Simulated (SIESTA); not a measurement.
Runs of SIESTA 5.4.2 on SiC (Moissanite 6H). It takes space group P6_3mc (No. 186, hexagonal). Conventional cell: a = 3.095 Å, b = 3.095 Å, c = 15.170 Å, α = 90.00°, β = 90.00°, γ = 120.00°. Si (site symmetry 3m) has 4 C at 1.90 Å as nearest neighbours. Si (site symmetry 3m) is surrounded by 4 C at 1.90 Å. Around Si (site symmetry 3m) lie 4 C at 1.90 Å. Around C (site symmetry 3m) lie 4 Si at 1.90 Å. Around C (site symmetry 3m) lie 4 Si at 1.90 Å. C (site symmetry 3m) is surrounded by 4 Si at 1.90 Å. 

```tsv
task	level	potentials or basis	cell	force tolerance	energy shift	gap on the mesh (eV)	pressure (GPa)	V0 of scaled cells (Å³/atom)	B0 (GPa)	largest force (eV/Å)
equation of state	RPBE	PseudoDojo 0.4 standard (PBE files), DZP (energy shift 0.002 Ry)	as given	-	0.002 Ry	-	-	10.70	210	-
band structure	PBE	PseudoDojo 0.4 standard (PBE files), TZP (energy shift 0.005 Ry)	as given	-	0.005 Ry	2.03	(d)	-	-	0.15
band structure	PBE	PseudoDojo 0.4 standard (PBE files), TZDP (energy shift 0.01 Ry)	as given	-	0.01 Ry	2.04	1.3	-	-	0.11
equation of state	revPBE	PseudoDojo 0.4 standard (PBE files), DZP (energy shift 0.002 Ry)	as given	-	0.002 Ry	-	-	10.68	(a)	-
relaxation of cell and atoms	PBE	PseudoDojo 0.4 standard (PBE files), SZ (energy shift 0.002 Ry)	relaxed	0.02 eV/Å	0.002 Ry	4.01	-0.2	-	-	0.02
equation of state	PBE	PseudoDojo 0.4 standard (PBE files), TZP (energy shift 0.002 Ry)	as given	-	0.002 Ry	-	-	10.64	(b)	-
band structure	PBE	PseudoDojo 0.4 standard (PBE files), TZ (energy shift 0.002 Ry)	as given	-	0.002 Ry	2.27	10.1	-	-	(c)
band structure	SOGGA	PseudoDojo 0.4 standard (PBEsol files), DZP (energy shift 0.002 Ry)	as given	-	0.002 Ry	1.82	-1.4	-	-	0.14
band structure	PBE	PseudoDojo 0.4 standard (PBE files), DZP (energy shift 0.01 Ry)	as given	-	0.01 Ry	1.99	1.9	-	-	0.13
equation of state	PBE	PseudoDojo 0.4 standard (PBE files), TZDP (energy shift 0.01 Ry)	as given	-	0.01 Ry	-	-	10.55	212	-
band structure	PBEsol	PseudoDojo 0.4 standard (PBEsol files), DZP (energy shift 0.002 Ry)	as given	-	0.002 Ry	1.91	0.1	-	-	0.14
band structure	PBE	PseudoDojo 0.4 standard (PBE files), DZP (energy shift 0.002 Ry)	as given	-	0.002 Ry	2.02	3.4	-	-	0.14
```

Alike in all rows: no spin polarisation; k mesh 10 × 10 × 2; smearing fermi-dirac 0.05 eV; grid cutoff 500 Ry.

**Question.** Estimate the missing entries.

**Answer.** (a) 211; (b) 203; (c) 0.10; (d) 3.2.

Caveats: the basis of atomic orbitals isn't converged, which shifts pressures, moduli and gaps; the cell was scaled at fixed shape and fractional positions, which overstates the stiffness of a crystal with free parameters, most of all of layers and chains (some runs); the potentials were made for another functional, which shifts forces and pressure (some runs); the basis has no polarisation orbitals (some runs); the volume moved by +11 % from the deposited cell, more than functionals usually miss (some runs).

A k mesh can miss the band edges.

Not every run made on this cell is shown here.
